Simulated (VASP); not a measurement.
Runs of VASP 6.6.1 on Na. It takes space group Im-3m (No. 229, cubic). Conventional cell: a = 4.282 Å, b = 4.282 Å, c = 4.282 Å, α = 90.00°, β = 90.00°, γ = 90.00°. Na (site symmetry m-3m) has 8 Na at 3.71 Å as nearest neighbours. 

```csv
task,level,potentials or basis,spin,cell,k mesh,cutoff (eV),smearing,grid for exact exchange (PRECFOCK),screening parameter,exchange at q = 0,optimiser,mesh quality,gap on the mesh (eV),pressure (GPa),relaxed volume (Å³/atom)
single point,RPBE,"VASP PAW PBE potentials, release 64 (Na)",off,as given,9 × 9 × 9,500,gaussian 0.02 eV,-,-,-,-,not flagged,none,0.0,-
single point,LDA,"VASP PAW LDA potentials, release 64 (Na_sv_GW)",off,as given,9 × 9 × 9,550,gaussian 0.05 eV,-,-,-,-,not flagged,none,-1.6,-
atomic charges,RPBE+D3,"VASP PAW PBE potentials, release 64 (Na_sv_GW)",off,volume scaled by 1.04,9 × 9 × 9,600,methfessel-paxton 0.1 eV,-,-,-,-,not flagged,none,-1.2,-
relaxation of the atoms,HSE06+TS,"VASP PAW PBE potentials, release 54 (Na)",off,atoms relaxed from: volume scaled by 0.8,5 × 5 × 5,500,gaussian 0.01 eV,Normal,0.2 1/A,-,-,coarse,none,1.8,-
electric field gradients,B3LYP+D3(BJ),"VASP PAW PBE potentials, release 54 (Na_pv)","collinear, ferromagnetic start",as given,5 × 5 × 5,520,fermi-dirac 0.05 eV,Fast,-,default,-,coarse,none,-1.6,-
relaxation of cell and atoms,rev-vdW-DF2,"VASP PAW PBE potentials, release 64 (Na_pv)",off,relaxed,9 × 9 × 9,600,fermi-dirac 0.05 eV,-,-,-,vasp,not flagged,none,0.0,36.11
relaxation of cell and atoms,PBEsol+D4,"VASP PAW PBE potentials, release 64 (Na_pv)",off,relaxed,9 × 9 × 9,600,methfessel-paxton 0.1 eV,-,-,-,vasp,not flagged,none,0.0,36.06
single point,rSCAN+D4,"VASP PAW PBE potentials, release 54 (Na)",off,as given,9 × 9 × 9,500,methfessel-paxton 0.2 eV,-,-,-,-,not flagged,none,(a),-
```

Question: Estimate the missing entries.

Answer: (a) -0.3.

Caveats: some runs use coarse meshes; the PAW data sets were made with another functional, which shifts forces and pressure a little (some runs); pairwise dispersion overbinds metals, which lowers pressure and volume (some runs); the relaxation stopped at its first step, so nothing moved (some runs); atom-pairwise D2, TS and ULG terms overbind metals (some runs).

A gap of «none» marks a metal or a gap under the smearing width.

The runs don't all hold the same shells in valence.

Runs at the PBE level aren't shown here.
